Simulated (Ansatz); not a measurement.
## V (Fm-3m) under several functionals

Plane-wave DFT in Ansatz with scalar-relativistic PAW potentials. The same structure was relaxed (cell and atoms, symmetry kept) in separate runs at each level. This fcc form isn't the element's structure at ambient conditions. No run with spin ends with moments.

Task: How do the levels PBE, PBE+D3(BJ), PBEsol, r2SCAN compare?

Result:
| level | cutoff (eV) | k mesh | V (Å³/atom) | a (Å) |
| --- | --- | --- | --- | --- |
| PBE+D3(BJ) | 420 | 18×18×18 | 13.291 | 3.760 |
| PBEsol | 420 | 18×18×18 | 13.388 | 3.769 |
| r2SCAN | 500 | 18×18×18 | 13.726 | 3.801 |
| PBE | 420 | 18×18×18 | 13.898 | 3.817 |

The usual order of volumes, PBEsol < PBE, holds here (13.388, 13.898 Å³/atom). As a rule PBEsol, built on the gradient expansion of slowly varying densities, lies between LDA and PBE; PBE's stronger gradient term for exchange weakens bonds. Adding D3 to PBE changes the volume by -4.4 %; the term is attractive, so it pulls cells in. In metals the pairwise form ignores screening by the conduction electrons and often pulls in too far. r2SCAN lies 1.2 % under PBE in volume.